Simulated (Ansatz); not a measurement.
Structure types of Sc were relaxed at one common pressure (all-electron LAPW in Ansatz 0.2.0 under PBE, scalar-relativistic, no spin polarisation, zero temperature). They take these volumes:

```
    type  space group  V (Å³/atom)
     fcc        Fm-3m        12.76
     bcc        Im-3m        12.83
     hcp     P6_3/mmc        12.89
   omega       P6/mmm        12.72
beta tin     I4_1/amd        12.29
      sc        Pm-3m        12.28
```

Q: At about which pressure, and is the densest type also the lowest in enthalpy?

A: 89 GPa. The densest types tie within 0.02 Å³/atom, and omega is the lowest in enthalpy.
